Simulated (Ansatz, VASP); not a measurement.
Given: the input of a run of Ansatz 0.2.0 on GaAs.

File input.yaml:

```yaml
crystal:
  lattice:
    - [0.0, 2.82685, 2.82685]
    - [2.82685, 0.0, 2.82685]
    - [2.82685, 2.82685, 0.0]
  atoms:
    - { symbol: As, position: [0.75, 0.75, 0.75] }
    - { symbol: Ga, position: [0.0, 0.0, 0.0] }
hamiltonian:
  xc: pbe
  pseudopotentials: { kind: paw }
kpoints:
  mp_grid: { grid: [8, 8, 8] }
scf:
  occupations: { method: gaussian, width: 0.016 }
output:
  forces: true
  stress: true
  eigenvalues: true
```

Potentials or basis: Ansatz PAW.

Launch:

```bash
$ ansatz run input.yaml --threads 2 --pin off --max-ram 5632MiB --backend cpu --events-out ev --progress --plain --runs-dir out
```

**Question.** Translate it to VASP 6.6.1. Potentials there: VASP PAW PBE potentials, release 64 (As, Ga_d).

**Answer.** As run (the cutoff follows the program's own potentials):

The input INCAR:

```
SYSTEM = GaAs
ALGO = Fast
EDIFF = 1E-6
ENCUT = 520
GGA = PE
ISIF = 2
ISMEAR = 0
LASPH = .TRUE.
LCHARG = .TRUE.
LELF = .TRUE.
LREAL = .FALSE.
LVHAR = .TRUE.
LWAVE = .FALSE.
NBANDS = 16
NELM = 60
PREC = Accurate
SIGMA = 0.016
```

Contents of KPOINTS:

```
k-points
0
G
  8 8 8
  0 0 0
```

POSCAR

```
GaAs
1.0
    0.0000000000      2.8268500000      2.8268500000
    2.8268500000      0.0000000000      2.8268500000
    2.8268500000      2.8268500000      0.0000000000
As Ga
1 1
Direct
    0.7500000000      0.7500000000      0.7500000000
    0.0000000000      0.0000000000      0.0000000000
```

Potentials or basis: VASP PAW PBE potentials, release 64 (As, Ga_d).

Run with:

```console
$ cat potpaw_PBE.64/As/POTCAR potpaw_PBE.64/Ga_d/POTCAR > POTCAR
$ mpirun -np 1 vasp_std > vasp.out
```

Both were run:

|  | VASP | Ansatz | Ansatz less VASP |
| --- | --- | --- | --- |
| gap on the k mesh at the Fermi level (eV) | 0.52 | 0.52 | -0.004 |
| least direct gap on the mesh (eV) | 0.52 | 0.52 | -0.004 |
| pressure (GPa) | 3.5 | 3.3 | -0.24 |

The two sets of potentials don't hold the same shells in valence.

A k mesh can miss the band edges. As with any semilocal functional, this PBE gap is likely too small.
